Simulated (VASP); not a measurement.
# GaCo (Pm-3m) in VASP: settings compared

One crystal, GaCo, is run at these levels: PBEsol, revPBE; tasks: single point.

Everything below comes from runs of VASP 6.6.1. Logs are shortened: lines on timing, memory, paths and dates and some standing lists are left out, and cuts for length are marked.

## Step 1: The crystal as given

It takes space group Pm-3m (No. 221, cubic). Conventional cell: a = 2.883 Å, b = 2.883 Å, c = 2.883 Å, α = 90.00°, β = 90.00°, γ = 90.00°. Ga (site symmetry m-3m) has 8 Co at 2.50 Å as nearest neighbours. Co (site symmetry m-3m) is surrounded by 8 Ga at 2.50 Å.

## Step 2: Single point, PBEsol

INCAR

```
  ALGO = Fast
  EDIFF = 1E-6
  ENCUT = 520
  GGA = PS
  ISIF = 2
  ISMEAR = 0
  LASPH = True
  LCHARG = False
  LREAL = False
  LWAVE = False
  NBANDS = 18
  NELM = 100
  PREC = Accurate
  SIGMA = 0.15
```

KPOINTS

```
k-points
0
Gamma
  16 16 16
```

POSCAR

```
GaCo
1.0
    2.8831000000      0.0000000000      0.0000000000
    0.0000000000      2.8831000000      0.0000000000
    0.0000000000      0.0000000000      2.8831000000
Ga Co
1 1
Direct
    0.5000000000      0.5000000000      0.5000000000
    0.0000000000      0.0000000000      0.0000000000
```

Potentials or basis: VASP PAW PBE potentials, release 64 (Ga_d, Co).

Launch:

```sh
cat potpaw_PBE.64/Ga_d/POTCAR potpaw_PBE.64/Co/POTCAR > POTCAR
mpirun -np 1 vasp_std > vasp.out
```

OUTCAR:

```text
EDIFF = 1E-6
   ENCUT = 520
   GGA = PS
   ISIF = 2
   ISMEAR = 0
   LASPH = True
   LREAL = False
   NELM = 100
   PREC = Accurate

 ion  position               nearest neighbor table
   1  0.500  0.500  0.500-   2 2.50   2 2.50   2 2.50   2 2.50   2 2.50   2 2.50   2 2.50   2 2.50

   2  0.000  0.000  0.000-   1 2.50   1 2.50   1 2.50   1 2.50   1 2.50   1 2.50   1 2.50   1 2.50

  LATTYP: Found a simple cubic cell.
 ALAT       =     2.8831000000

  Lattice vectors:

 A1 = (   2.8831000000,   0.0000000000,   0.0000000000)
 A2 = (   0.0000000000,   2.8831000000,   0.0000000000)
 A3 = (   0.0000000000,   0.0000000000,   2.8831000000)

Analysis of symmetry for initial positions (statically):
=====================================================================
 Subroutine PRICEL returns:
 Original cell was already a primitive cell.

 Routine SETGRP: Setting up the symmetry group for a
 simple cubic supercell.

 Subroutine GETGRP returns: Found 48 space group operations
 (whereof 48 operations were pure point group operations)
 out of a pool of 48 trial point group operations.

The static configuration has the point symmetry O_h .

Analysis of symmetry for dynamics (positions and initial velocities):
=====================================================================
 Subroutine PRICEL returns:
 Original cell was already a primitive cell.

 Routine SETGRP: Setting up the symmetry group for a
 simple cubic supercell.

 Subroutine GETGRP returns: Found 48 space group operations
 (whereof 48 operations were pure point group operations)
 out of a pool of 48 trial point group operations.

The dynamic configuration has the point symmetry O_h .

 Subroutine INISYM returns: Found 48 space group operations
 (whereof 48 operations are pure point group operations),
 and found     1 'primitive' translations

----------------------------------------------------------------------------------------

                                     Primitive cell

  volume of cell :      23.9651

  direct lattice vectors                    reciprocal lattice vectors
     2.883100000  0.000000000  0.000000000     0.346848878  0.000000000  0.000000000
     0.000000000  2.883100000  0.000000000     0.000000000  0.346848878  0.000000000
     0.000000000  0.000000000  2.883100000     0.000000000  0.000000000  0.346848878

  length of vectors
     2.883100000  2.883100000  2.883100000     0.346848878  0.346848878  0.346848878

  position of ions in fractional coordinates (direct lattice)
     0.500000000  0.500000000  0.500000000
     0.000000000  0.000000000  0.000000000

  ion indices of the primitive-cell ions
   primitive index   ion index
                 1           1
                 2           2

----------------------------------------------------------------------------------------

 KPOINTS: k-points

Automatic generation of k-mesh.
 Grid dimensions read from file:
 generate k-points for:   16   16   16

 Generating k-lattice:

  Cartesian coordinates                     Fractional coordinates (reciprocal lattice)
     0.021678055  0.000000000  0.000000000     0.062500000  0.000000000  0.000000000
     0.000000000  0.021678055  0.000000000     0.000000000  0.062500000  0.000000000
     0.000000000  0.000000000  0.021678055     0.000000000  0.000000000  0.062500000

  Length of vectors
     0.021678055  0.021678055  0.021678055

  Shift w.r.t. Gamma in fractional coordinates (k-lattice)
     0.000000000  0.000000000  0.000000000

 Subroutine IBZKPT returns following result:
 ===========================================

 Found    165 irreducible k-points:

 Following reciprocal coordinates:
            Coordinates               Weight
  0.000000  0.000000  0.000000      1.000000
  0.062500  0.000000  0.000000      6.000000
  0.125000  0.000000  0.000000      6.000000
  0.187500  0.000000  0.000000      6.000000
  0.250000  0.000000  0.000000      6.000000
  0.312500  0.000000  0.000000      6.000000
[... 16 lines left out ...]
  0.437500  0.125000  0.000000     24.000000
  0.500000  0.125000  0.000000     12.000000
 [... further k-points ...]
   k-points           NKPTS =    165   k-points in BZ     NKDIM =    165   number of bands    NBANDS=     18
   number of dos      NEDOS =    301   number of ions     NIONS =      2
   total plane-waves  NPLWV =  13824
   dimension x,y,z NGX =    24 NGY =   24 NGZ =   24
   dimension x,y,z NGXF=    48 NGYF=   48 NGZF=   48
   ions per type =               1   1
   NGX,Y,Z   is equivalent  to a cutoff of  13.84, 13.84, 13.84 a.u.
   NGXF,Y,Z  is equivalent  to a cutoff of  27.68, 27.68, 27.68 a.u.
 SYSTEM =  unknown system
   PREC   = accura    normal or accurate (medium, high low for compatibility)
   ISTART =      0    job   : 0-new  1-cont  2-samecut
   ICHARG =      2    charge: 1-file 2-atom 10-const
   ISPIN  =      1    spin polarized calculation?
   LNONCOLLINEAR =      F non collinear calculations
   LSORBIT =      F    spin-orbit coupling
   LASPH  =      T    aspherical Exc in radial PAW
   ENCUT  =  520.0 eV  38.22 Ry    6.18 a.u.   5.36  5.36  5.36*2*pi/ulx,y,z
   NELM   =    100;   NELMIN=  2; NELMDL= -5     # of ELM steps
   EDIFF  = 0.1E-05   stopping-criterion for ELM
   LREAL  =      F    real-space projection
   EDIFFG = 0.1E-04   stopping-criterion for IOM
   NSW    =      0    number of steps for IOM
   IBRION =     -1    ionic relax: 0-MD 1-quasi-New 2-CG
   NFREE  =      0    steps in history (QN), initial steepest desc. (CG)
   ISIF   =      2    stress and relaxation
   ISYM   =      2    0-nonsym 1-usesym 2-fastsym
   POTIM  = 0.5000    time-step for ionic-motion
   TEBEG  =    0.0;   TEEND  =   0.0 temperature during run
   PSTRESS=    0.0 pullay stress
   NELECT =      22.0000    total number of electrons
   NUPDOWN=      -1.0000    fix difference up-down
   EMIN   =  10.00;   EMAX   =-10.00  energy-range for DOS
   EFERMI =   0.00;   METHOD = LEGACY
   ISMEAR =     0;   SIGMA  =   0.15  broadening in eV -4-tet -1-fermi 0-gaus
   EFERMI_NEDOS =   21; number of points for ismear=-14 and -15
   IALGO  =     68    algorithm
   IMIX   =      4    mixing-type and parameters
     AMIX     =   0.40;   BMIX     =  1.00
     AMIX_MAG =   1.60;   BMIX_MAG =  1.00
  volume/ion in A,a.u.               =      11.98        80.86
  Fermi-wavevector in a.u.,A,eV,Ry     =   1.591070  3.006687 34.443210  2.531504
  Thomas-Fermi vector in A             =   2.689667
   LORBIT       =      0    0 simple, 1 ext, 2 COOP (PROOUT), +10 PAW based schemes
   GGA     = PS    functional components
   LHFCALC =     F    Hartree Fock is set to
   AEXX    =    0.0000 exact exchange contribution
   IVDW    =     0    specifies the selected vdW correction
   LEPSILON=     F    determine dielectric tensor
   LRPA    =     F    only Hartree local field effects (RPA)
 non-spin polarized calculation
 RMM-DIIS sequential band-by-band and
 Gauss-broadening in eV      SIGMA  =   0.15
  energy-cutoff  :      520.00
  volume of cell :       23.97
 maximum number of plane-waves:       662
 NGX is ok and might be reduce to    24
   NGX = 11   NGY = 11   NGZ = 11

 number of electron      22.0000019 magnetization

 Free energy of the ion-electron system (eV)
  ---------------------------------------------------
  ext. energy  EPLUGINS =         0.00000000
  ---------------------------------------------------
  free energy    TOTEN  =       -11.75348563 eV

  energy without entropy =      -11.73864828  energy(sigma->0) =      -11.74606695

 E-fermi :   9.5261     XC(G=0): -13.3180

 val. band max:        9.5179133628   @ k =   0.5000   0.3125   0.0000
 cond. band min:       9.5274606426   @ k =   0.4375   0.4375   0.1250
 fundamental gap:      0.0095472798
 Fermi energy:         9.5261018099

 k-point     1 :       0.0000    0.0000    0.0000
  band No.  band energies     occupation
      1      -5.5453      2.00000
      2      -5.5453      2.00000
      3      -5.2013      2.00000
      4      -5.2013      2.00000
      5      -5.2013      2.00000
      6      -2.5132      2.00000
[... 10 lines left out ...]
     17      21.9253      0.00000
     18      32.3505      0.00000

 k-point     2 :       0.0625    0.0000    0.0000
  band No.  band energies     occupation
      1      -5.5433      2.00000
      2      -5.5349      2.00000
      3      -5.2051      2.00000
      4      -5.2051      2.00000
      5      -5.2005      2.00000
      6      -2.4396      2.00000
[... 10 lines left out ...]
     17      22.3156      0.00000
     18      31.7263      0.00000

 k-point     3 :       0.1250    0.0000    0.0000
  band No.  band energies     occupation
      1      -5.5373      2.00000
      2      -5.5057      2.00000
      3      -5.2158      2.00000
      4      -5.2158      2.00000
      5      -5.1980      2.00000
      6      -2.2188      2.00000
[... 10 lines left out ...]
     17      23.7873      0.00000
     18      30.3873      0.00000

 k-point     4 :       0.1875    0.0000    0.0000
  band No.  band energies     occupation
      1      -5.5285      2.00000
      2      -5.4632      2.00000
      3      -5.2319      2.00000
      4      -5.2319      2.00000
      5      -5.1943      2.00000
      6      -1.8507      2.00000
[... 375 lines left out ...]
      4      -5.2869      2.00000
      5      -5.2012      2.00000
      6       0.3571      2.00000
[... 10 lines left out ...]
     17      24.4309      0.00000
     18      24.9826      0.00000

 k-point    23 :       0.4375    0.1250    0.0000
  band No.  band energies     occupation
      1      -5.4679      2.00000
      2      -5.3320      2.00000
      3      -5.2979      2.00000
      4      -5.2761      2.00000
      5      -5.1995      2.00000
      6       1.1972      2.00000
[... 10 lines left out ...]
     17      23.1608      0.00000
     18      25.2866      0.00000

 k-point    24 :       0.5000    0.1250    0.0000
  band No.  band energies     occupation
      1      -5.4659      2.00000
      2      -5.3364      2.00000
      3      -5.3018      2.00000
      4      -5.2670      2.00000
      5      -5.1989      2.00000
      6       1.7678      2.00000
[... 10 lines left out ...]
     17      22.5191      0.00000
     18      25.1357      0.00000

 [... further k-points ...]
[... 5 lines left out ...]
  --------------------------------------------------------------------------------------
  -------------------------------------------------------------------------------------
  Total       -1.1544658     -1.1544658     -1.1544658      0.0000000      0.0000000      0.0000000
  in kB      -77.1813816    -77.1813816    -77.1813816      0.0000000      0.0000000      0.0000000
  external PRESSURE =     -77.1813816 kB  Pullay stress =       0.0000000 kB

 VOLUME and BASIS-vectors are now :
 -----------------------------------------------------------------------------
  energy-cutoff  :      520.00
  volume of cell :       23.97
      direct lattice vectors                 reciprocal lattice vectors
     2.883100000  0.000000000  0.000000000     0.346848878  0.000000000  0.000000000
     0.000000000  2.883100000  0.000000000     0.000000000  0.346848878  0.000000000
     0.000000000  0.000000000  2.883100000     0.000000000  0.000000000  0.346848878

 POSITION                                       TOTAL-FORCE (eV/Angst)
 -----------------------------------------------------------------------------------
      1.44155      1.44155      1.44155         0.000000      0.000000      0.000000
      0.00000      0.00000      0.00000         0.000000      0.000000      0.000000
 -----------------------------------------------------------------------------------
    total drift:                                0.000000      0.000000     -0.000000

  FREE ENERGIE OF THE ION-ELECTRON SYSTEM (eV)
  ---------------------------------------------------
  free  energy   TOTEN  =       -11.7534856282 eV

  energy  without entropy=      -11.7386482775  energy(sigma->0) =      -11.74606695
```

It took 38 s on 1 thread of Intel Xeon Platinum 8488C (Sapphire Rapids), shared host; peak memory 0.19 GiB.

What came out:

```
Free energy            : -11.7535 eV
Pressure               : -7.7 GPa
Band gap on the k mesh : none (metal or under the smearing width)
```

Levels at points of the mesh, in eV from the Fermi level:
```
           k point  band 9  band 10  band 11  band 12  band 13  band 14
(0.00, 0.00, 0.00)   -0.70    -0.70    -0.70     5.17     5.17     5.17
(0.50, 0.00, 0.00)   -1.71    -1.71    -0.69     0.11    10.59    10.59
(0.50, 0.50, 0.00)   -2.45    -1.19    -1.19    -0.24     2.26     3.14
(0.50, 0.50, 0.50)   -0.20    -0.20     0.61     3.84     3.84     3.84
```

Caveat: the PAW data sets were made with another functional, which shifts forces and pressure a little. Spin polarisation is off, so any magnetic state and its effect on volume and gap are missing.

## Step 3: Single point, revPBE

INCAR

```
SYSTEM = GaCo
PREC = Accurate ; ENCUT = 520
EDIFF = 1E-7 ; ISMEAR = 0
SIGMA = 0.15 ; LREAL = .False.
LASPH = .True. ; NELM = 100
ALGO = Normal ; ISIF = 2
LWAVE = .False. ; LCHARG = .True.
GGA = RE ; LELF = .True.
LVHAR = .True. ; NBANDS = 18
```

KPOINTS

```
Automatic mesh
0
Gamma
  16 16 16
  0 0 0
```

POSCAR is that of step 2.

Potentials or basis: VASP PAW PBE potentials, release 64 (Ga_d, Co).

Launch:

```sh
cat potpaw_PBE.64/Ga_d/POTCAR potpaw_PBE.64/Co/POTCAR > POTCAR
mpirun -np 1 vasp_std > vasp.out
```

Run time: 29 s. Hardware: 1 thread of Intel Xeon Platinum 8488C (Sapphire Rapids), shared host; peak memory 0.19 GiB.

Results (log left out):

```
Free energy            : -9.7172 eV
Pressure               : 3.3 GPa
Band gap on the k mesh : none (metal or under the smearing width)
```

Levels at points of the mesh, in eV from the Fermi level:
| k point | band 7 | band 8 | band 9 | band 10 | band 11 | band 12 | band 13 | band 14 | band 15 | band 16 |
| --- | --- | --- | --- | --- | --- | --- | --- | --- | --- | --- |
| (0.00, 0.00, 0.00) | -2.52 | -2.52 | -0.73 | -0.73 | -0.73 | 5.21 | 5.21 | 5.21 | 10.97 | 10.97 |
| (0.50, 0.00, 0.00) | -6.83 | -2.29 | -1.73 | -1.73 | -0.72 | 0.12 | 10.61 | 10.61 | 11.55 | 12.60 |
| (0.50, 0.50, 0.00) | -3.11 | -3.11 | -2.44 | -1.22 | -1.22 | -0.23 | 2.24 | 3.16 | 11.55 | 15.15 |
| (0.50, 0.50, 0.50) | -4.06 | -4.06 | -0.20 | -0.20 | 0.69 | 3.83 | 3.83 | 3.83 | 4.75 | 4.75 |

Caveat: the PAW data sets were made with another functional, which shifts forces and pressure a little. Spin polarisation is off, so any magnetic state and its effect on volume and gap are missing.
